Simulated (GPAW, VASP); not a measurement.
This is a calculation of C for GPAW 26.7.0 (ASE script). 

File run.py:

```python
from ase.dft.bandgap import bandgap
from ase.io import read, write
from ase.units import GPa
from gpaw import GPAW, PW, setup_paths

setup_paths.insert(0, '.')

atoms = read('POSCAR')

calc = GPAW(mode=PW(800),
            xc='PBEsol',
            kpts={'size': (13, 13, 13), 'gamma': True},
            occupations={'name': 'methfessel-paxton', 'order': 0, 'width': 0.05},
            nbands=11,
            convergence={'density': 1e-05, 'energy': 1e-05},
            maxiter=150,
            txt='gpaw.txt')
atoms.calc = calc
energy = atoms.get_potential_energy()
forces = atoms.get_forces()
stress = atoms.get_stress()
calc.write('gs.gpw')
write('result.traj', atoms)
print(f'Energy: {energy:.6f} eV')
print('Forces (eV/A):')
print(forces.round(4))
print('Stress (GPa):', (stress / GPa).round(3))
print('Fermi level:', round(calc.get_fermi_level(), 4), 'eV')
print(f'Gap: {bandgap(calc)[0]:.4f} eV, direct: {bandgap(calc, direct=True)[0]:.4f} eV')
```

POSCAR

```
C
1.0
    0.0000000000      1.7833700000      1.7833700000
    1.7833700000      0.0000000000      1.7833700000
    1.7833700000      1.7833700000      0.0000000000
C
2
Direct
    0.7500000000      0.7500000000      0.7500000000
    0.5000000000      0.5000000000      0.5000000000
```

Potentials or basis: PAW data sets generated in the run's folder for this functional, pw.

Launch:

```sh
$ gpaw-setup -f PBEsol C
$ OMP_NUM_THREADS=1 python run.py
```

Set up the same calculation for VASP 6.6.1. Potentials or basis there: PBE PAW files C, release 54, 520 eV.

As run (cutoffs and basis follow the program's own potentials, and thresholds, step limits or extra output files can differ):

The input INCAR:

```
SYSTEM = C
PREC = Accurate
ENCUT = 520
EDIFF = 1E-7
ISMEAR = 0
SIGMA = 0.05
LREAL = .False.
LASPH = .True.
NELM = 100
ALGO = Fast
ISIF = 2
LWAVE = .False.
LCHARG = .False.
GGA = PS
NBANDS = 11
```

Contents of KPOINTS:

```
Automatic mesh
0
Gamma
  13 13 13
  0 0 0
```

File POSCAR:

```
C
2.5221
    0.000000000000      0.707097260220      0.707097260220
    0.707097260220      0.000000000000      0.707097260220
    0.707097260220      0.707097260220      0.000000000000
C
2
Direct
    0.7500000000      0.7500000000      0.7500000000
    0.5000000000      0.5000000000      0.5000000000
```

Potentials or basis: VASP PAW PBE potentials, release 54 (C).

Command:

```sh
$ cat potpaw_PBE.54/C/POTCAR > POTCAR
$ mpirun -np 1 vasp_std > vasp.out
```

Both were run:

|  | GPAW | VASP |
| --- | --- | --- |
| Pressure | -5.2 GPa | -3.8 GPa |

VASP's potentials were made for PBE.

Pressure is positive in compression.
